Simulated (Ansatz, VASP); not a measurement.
One calculation of Ti, two programs

File INCAR:

```
SYSTEM = Ti
ALGO = Fast
EDIFF = 1E-6
ENCUT = 520
GGA = PS
ISIF = 2
ISMEAR = 0
LASPH = .TRUE.
LCHARG = .FALSE.
LREAL = .FALSE.
LWAVE = .FALSE.
NBANDS = 19
NELM = 80
PREC = Accurate
SIGMA = 0.1
```

File KPOINTS:

```
k-points
0
G
  9 9 4
  0 0 0
```

Contents of POSCAR:

```
Ti
1.0
    2.9357319200      0.0000000000      0.0000000000
   -1.4678659600      2.5424184200      0.0000000000
    0.0000000000      0.0000000000      4.6408561500
Ti
2
Direct
    0.3333333300      0.6666666700      0.2500000000
    0.6666666700      0.3333333300      0.7500000000
```

Input for Ansatz:

```yaml
crystal:
  lattice:
    - [2.93573192, 0.0, 0.0]
    - [-1.46786596, 2.54241842, 0.0]
    - [0.0, 0.0, 4.64085615]
  atoms:
    - { symbol: Ti, position: [0.33333333, 0.66666667, 0.25] }
    - { symbol: Ti, position: [0.66666667, 0.33333333, 0.75] }
basis:
  ecutwfc: 420
kpoints:
  mp_grid: { grid: [9, 9, 4] }
hamiltonian:
  xc: pbesol
  pseudopotentials: { kind: paw, azcp: { folder: soft_1 } }
scf:
  occupations: { method: gaussian, width: 0.1 }
output:
  forces: true
  stress: true
  eigenvalues: true
```

Alike in both runs: task single point; functional PBEsol; k mesh 9 × 9 × 4; occupations gaussian, width 0.1 eV; no spin polarisation.

|  | VASP | Ansatz |
| --- | --- | --- |
| version | VASP 6.6.1 | Ansatz 0.2.0 |
| potentials or method | VASP PAW PBE potentials, release 64 (Ti_sv) | scalar-relativistic, plane waves, PAW |
| plane-wave cutoff (eV) | 520 | 420 |
| valence electrons in the cell | 24 | 24 |

Ansatz gave:

| Quantity | Value |
| --- | --- |
| gap on the k mesh at the Fermi level (eV) | none |
| pressure (GPa) | -4.1 |
| largest component of the traceless stress (GPa) | 0.56 |

What did VASP give for the same quantities?

gap on the k mesh at the Fermi level (eV): none; pressure (GPa): -4.5; largest component of the traceless stress (GPa): 0.55.

A gap of «none» marks a metal or a gap that the smearing closes. Ansatz warned: «pseudo_functional_mismatch».

Caveats: the PAW data sets were made with another functional, which shifts forces and pressure a little (VASP).
